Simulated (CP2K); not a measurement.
The system is TaN.

```
Ta N
1.0
     3.12728    0.00000    0.00000
     1.56364    2.70831    0.00000
     1.56364    0.90277    2.55342
Ta N
1 1
Direct
  0.50000 0.50000 0.50000
  0.00000 0.00000 0.00000
```

The cell comes from a database or a generator and needn't be the stable form of this composition.

Base run:

```yaml
Program: CP2K 2026.2
Functional: WC
Potentials_or_basis: POTENTIAL_UZH Ta GTH-PBE-q13, N GTH-PBE-q5; TZVP-MOLOPT-PBE-GTH basis
Density_cutoff: 9184 eV
k_mesh: 10 × 10 × 10
Occupations: fermi-dirac, width 0.05 eV
Spin: no spin polarisation
```

Its results: band gap on the k mesh none (metal or under the smearing width); pressure -11.7 GPa.

Problem. After a change of settings the same cell gave: band gap on the k mesh none (metal or under the smearing width); pressure -16.6 GPa. Which change was it?
A. functional from WC to BLYP
B. functional from WC to PBE
C. functional from WC to LDA
D. functional from WC to revPBE

Solution. C.

LDA binds more tightly than WC, so the same cell stands under less pressure.

Caveats: the potentials were made for another functional, which shifts forces and pressure; the basis of atomic orbitals isn't converged, which shifts pressures, moduli and gaps.
